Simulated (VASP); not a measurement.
A run of VASP 6.6.1 is set up as follows.

File INCAR:

```
SYSTEM = CdO
PREC = Accurate
ENCUT = 520
EDIFF = 1E-7
ISMEAR = 0
SIGMA = 1.0
LREAL = .False.
LASPH = .True.
NELM = 60
ALGO = Normal
ISIF = 3
LWAVE = .False.
LCHARG = .False.
GGA = PE
IBRION = 2
NSW = 80
EDIFFG = -0.002
PSTRESS = 0.001
```

Contents of KPOINTS:

```
Automatic mesh
0
Gamma
  16 16 16
  0 0 0
```

POSCAR

```
CdO                                     
1.0
   -0.0000000000      2.3925929149      2.3925929149
    2.3925929149      0.0000000000      2.3925929149
    2.3925929149      2.3925929149      0.0000000000
  Cd              O             
     1     1
Direct
     0.0000000000000000    0.0000000000000000    0.0000000000000000
     0.5000000000000000    0.5000000000000000    0.5000000000000000
```

Potentials or basis: VASP PAW PBE potentials, release 64 (Cd, O).

Run with:

```bash
$ cat potpaw_PBE.64/Cd/POTCAR potpaw_PBE.64/O/POTCAR > POTCAR
$ mpirun -np 1 vasp_std > vasp.out
```

(1) Estimate the space group after relaxing (to 0.05 Å).

(2) Estimate the relaxed volume.

(3) What does it give for the band gap on the k mesh?

(4) What does it give for the relaxed cell?

Answers

(1) Fm-3m (No. 225).

(2) 13.72 Å³/atom.

(3) none (metal or under the smearing width).

(4) a = 3.386 Å, b = 3.386 Å, c = 3.386 Å, α = 60.00°, β = 60.00°, γ = 60.00°.

Caveat: the cell is relaxed towards a set pressure, so the enthalpy falls and the energy may rise; this crystal is a semiconductor, whose small gap the functional closes, so the metal is an error of the method.
